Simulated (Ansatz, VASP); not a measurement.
# CdS: VASP beside Ansatz

INCAR

```
ALGO = Normal ; EDIFF = 1E-7
ENCUT = 520 ; GGA = PE
ISIF = 2 ; ISMEAR = 0
LASPH = T ; LCHARG = F
LREAL = F ; LWAVE = F
NBANDS = 16 ; NELM = 80
PREC = Accurate ; SIGMA = 0.05
```

File KPOINTS:

```
k-points
0
Gamma
  10 10 10
```

POSCAR

```
CdS
1.0
    0.0000000000      2.6663175518      3.4662128173
    2.6663175518      0.0000000000      3.4662128173
    2.6663175518      2.6663175518      0.0000000000
Cd S
1 1
Direct
    0.0000000000      0.0000000000      0.0000000000
    0.7500000000      0.7500000000      0.7500000000
```

Input for Ansatz:

```yaml
crystal:
  lattice:
    - [0.0, 2.6663175518, 3.4662128173]
    - [2.6663175518, 0.0, 3.4662128173]
    - [2.6663175518, 2.6663175518, 0.0]
  atoms:
    - { symbol: Cd, position: [0.0, 0.0, 0.0] }
    - { symbol: S, position: [0.75, 0.75, 0.75] }
basis:
  ecutwfc: 420
kpoints:
  mp_grid: { grid: [10, 10, 10] }
hamiltonian:
  xc: pbe
scf:
  occupations: { method: gaussian, width: 0.05 }
output:
  forces: true
  stress: true
  eigenvalues: true
```

Alike in both runs: task single point; functional PBE; k mesh 10 × 10 × 10; occupations gaussian, width 0.05 eV; no spin polarisation.

|  | VASP | Ansatz |
| --- | --- | --- |
| version | VASP 6.6.1 | Ansatz 0.2.0 |
| potentials or method | VASP PAW PBE potentials, release 64 (Cd, S) | scalar-relativistic, plane waves, PAW |
| plane-wave cutoff (eV) | 520 | 420 |
| valence electrons in the cell | 18 | 26 |

|  | VASP | Ansatz | Ansatz less VASP |
| --- | --- | --- | --- |
| gap on the k mesh at the Fermi level (eV) | 0.51 | 0.51 | -0.003 |
| least direct gap on the mesh (eV) | 0.51 | 0.51 | -0.003 |
| pressure (GPa) | 1.7 | 1.4 | -0.34 |
| largest component of the traceless stress (GPa) | 5.56 | 5.66 | +0.092 |

The two sets of potentials don't hold the same shells in valence.

Expect the measured gap to be larger: semilocal functionals such as PBE lack the derivative discontinuity.
